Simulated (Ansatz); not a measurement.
## Nb: pressure and energy above lowest point against volume per atom

All results are calculated (Ansatz 0.2.0 development build). Equation of state of a cubic crystal from periodic Kohn-Sham density functional theory without spin; pressure corrected for the finite basis.

Cell of the first row (space group Fd-3m, No. 227):
```
CELL_PARAMETERS angstrom
0.00000 2.89540 2.89540
2.89540 0.00000 2.89540
2.89540 2.89540 0.00000
ATOMIC_POSITIONS crystal
Nb 0.00000 0.00000 0.00000
Nb 0.25000 0.25000 0.25000
```

Settings of every row: formula Nb; structure type diamond; functional PBE; spin treatment none; k mesh 11x11x11; occupation method fermi-dirac; occupation width 0.061225619 eV; wave cutoff 700 eV; datasets hard PAW; density cutoff ratio 4.

Limits: a cubic model structure, not a phase known at ambient conditions; modest k-mesh, values are not fully converged in k; some atoms lie unusually close (a squeezed, shaken or made-up cell); the SCF threshold is loose for a stress in some rows.

```
row  volume per atom (Å³)  pressure (GPa)  energy above lowest point (meV/atom)
  1                24.274               ?                                     ?
  2                24.791           2.831                                   8.6
  3                25.307           1.311                                  1.97
  4                25.823          -0.068                                     0
  5                 26.34          -1.325                                  2.28
  6                26.856          -2.467                                  8.42
  7                27.373          -3.499                                 18.07
```

Question: what pressure and energy above lowest point should row 1 give?

Worked fit of pressure. Take u = (V_r/V)^(2/3) − 1 with V_r = 26.081 Å³ an atom, which is twice the finite (Eulerian) strain; such expansions in the strain, on which the Birch-Murnaghan equation of state is built, carry the rest volume and the bulk modulus. The shown rows have u = 0.0344, 0.02029, 0.00665, -0.00657, -0.01933, -0.03172. Least squares give pressure = −0.7114 + 95.126 × u + 227.78 × u² GPa; a straight line predicts inner rows, each left out in turn, worse (root mean square 0.095 against 0.0022 GPa). The rows lie off it by 0.001, -0.001, 0.001, 0.002, -0.002, 0.001. The pressure vanishes at u = 0.0073, or V = 25.8 Å³ an atom, and there the bulk modulus at fixed shape and fractions is B = −V dP/dV = (2/3)(1 + u) dP/du = 66.1 GPa. The withheld row has u = 0.04903, so the fit gives −0.7114 + 95.126 × (0.04903) + 227.78 × (0.04903)² = 4.500 GPa.

The calculation gave 4.532 GPa. The fit lies 0.032 GPa (0.4 % of the column's range) below it; its largest miss of a shown row is 0.002 GPa. This row lies beyond the range of the fit.

Worked fit of energy above lowest point. Take u = (V_r/V)^(2/3) − 1 with V_r = 26.081 Å³ an atom, which is twice the finite (Eulerian) strain; such expansions in the strain, on which the Birch-Murnaghan equation of state is built, carry the rest volume and the bulk modulus. The shown rows have u = 0.0344, 0.02029, 0.00665, -0.00657, -0.01933, -0.03172. Least squares give energy above lowest point = 0.633 − 173.63 × u + 11820.9 × u² − 1174 × u³ meV/atom; a parabola predicts inner rows, each left out in turn, worse (root mean square 0.015 against 0.0082 meV/atom). The rows lie off it by 0.00, 0.00, 0.00, 0.00, 0.01, 0.00. Its lowest point lies at u = 0.0074, or V = 25.8 Å³ an atom, and the curvature there gives the bulk modulus at fixed shape and fractions, B = (4/9)(1 + u)² E″(u)/V = 66.1 GPa. The withheld row has u = 0.04903, so the fit gives 0.633 − 173.63 × (0.04903) + 11820.9 × (0.04903)² − 1174 × (0.04903)³ = 20.40 meV/atom.

The calculation gave 20.41 meV/atom. The fit lies 0.01 meV/atom (0.049 % of the column's range) below it, one unit of the last digit. This row lies beyond the range of the fit.
